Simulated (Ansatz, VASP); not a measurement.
# Pb: VASP beside Ansatz

INCAR

```
SYSTEM = Pb
  PREC = Accurate
  ENCUT = 520
  EDIFF = 1E-7
  ISMEAR = -1
  SIGMA = 0.1
  LREAL = .False.
  LASPH = .True.
  NELM = 100
  ALGO = Normal
  ISIF = 2
  LWAVE = .False.
  LCHARG = .True.
  GGA = PS
  LELF = .True.
  LVHAR = .True.
  NBANDS = 13
```

Contents of KPOINTS:

```
Automatic mesh
0
Gamma
  11 11 11
  0 0 0
```

The input POSCAR:

```
Pb
1.0
    3.2226273809      0.0000000000      0.0000000000
    0.0000000000      3.2226273809      0.0000000000
    0.0000000000      0.0000000000      3.2226273809
Pb
1
Direct
    0.0000000000      0.0000000000      0.0000000000
```

Input for Ansatz:

```yaml
crystal:
  lattice:
    - [3.2226273809, 0.0, 0.0]
    - [0.0, 3.2226273809, 0.0]
    - [0.0, 0.0, 3.2226273809]
  atoms:
    - { symbol: Pb, position: [0.0, 0.0, 0.0] }
hamiltonian:
  xc: pbesol
  pseudopotentials:
    kind: paw
    azcp:
      Pb: "pseudopotentials/Pb.paw.azcp"
basis:
  ecutwfc: 420
  fft_grid_basis: typed
kpoints:
  mp_grid: { grid: [11, 11, 11], shift: [0, 0, 0] }
magnetization:
  spin_polarized: false
scf:
  occupations: { method: fermi_dirac, width: 0.1 }
  lower_state_search: "off"
output:
  stress: true
```

Alike in both runs: task single point; functional PBEsol; k mesh 11 × 11 × 11; occupations fermi-dirac, width 0.1 eV; no spin polarisation.

|  | VASP | Ansatz |
| --- | --- | --- |
| version | VASP 6.6.1 | Ansatz 0.2.0 |
| potentials or method | VASP PAW PBE potentials, release 64 (Pb_d) | plane waves (420 eV) with PAW, scalar-relativistic |
| plane-wave cutoff (eV) | 520 | 420 |
| valence electrons in the cell | 14 | 14 |

```csv
,VASP,Ansatz,Ansatz less VASP
pressure (GPa),-1.4,-1.4,+0.07
```

Ansatz warned: «pseudo_functional_mismatch».

Caveats: the PAW data sets were made with another functional, which shifts forces and pressure a little (VASP). Spin-orbit coupling is left out, which matters for the levels of Pb.
